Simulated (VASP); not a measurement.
Write the native input for VASP 6.6.1 that does the following.

- Task: relaxation of shape and atoms at fixed volume
- Functional: PBE
- Potentials or basis: VASP PAW PBE potentials, release 64 (Al, N)
- Cutoff: 600 eV
- k mesh: 12 × 12 × 6
- Occupations: gaussian, width 0.03 eV
- Spin: no spin polarisation
- Further INCAR settings: ALGO = Fast; EDIFF = 1e-07; IBRION = 2; EDIFFG = -0.01; NSW = 40; ISIF = 4

The structure of AlN lies in POSCAR:

```
AlN                                     
1.0
    3.1892124428      0.0000000000      0.0000000000
   -1.5946062213      2.7619389935     -0.0000000000
    0.0000000000     -0.0000000000      5.1143020716
  Al              N             
     2     2
Direct
     0.3333333332999970    0.6666666667000030    0.9992990147967694
     0.6666666667000030    0.3333333332999970    0.4992990147967694
     0.3333333332999970    0.6666666667000030    0.3807009852032331
     0.6666666667000030    0.3333333332999970    0.8807009852032331
```

The cell isn't the ideal one: a relaxed cell with its volume scaled by 1.06.

One way to write it, as run:

INCAR

```
  ALGO = Fast
  EDIFF = 1E-7
  EDIFFG = -0.01
  ENCUT = 600
  GGA = PE
  IBRION = 2
  ISIF = 4
  ISMEAR = 0
  LASPH = T
  LCHARG = F
  LREAL = F
  LWAVE = F
  NELM = 80
  NSW = 40
  PREC = Accurate
  SIGMA = 0.03
```

KPOINTS

```
k-points
0
Gamma
  12 12 6
```

Potentials or basis: VASP PAW PBE potentials, release 64 (Al, N).

Run with:

```console
$ cat potpaw_PBE.64/Al/POTCAR potpaw_PBE.64/N/POTCAR > POTCAR
$ mpirun -np 1 vasp_std > vasp.out
```

It gave:

| Property | Result |
| --- | --- |
| Energy gained by relaxing | 0.1 meV/atom |
| Ionic steps | 4 |
| Pressure after relaxing | -10.1 GPa |
| Band gap on the k mesh | 3.58 eV, direct |

It took 3 min on 1 thread of Intel(R) Xeon(R) Platinum 8375C CPU @ 2.90GHz (Ice Lake) (shared host), peak memory 0.2 GiB.
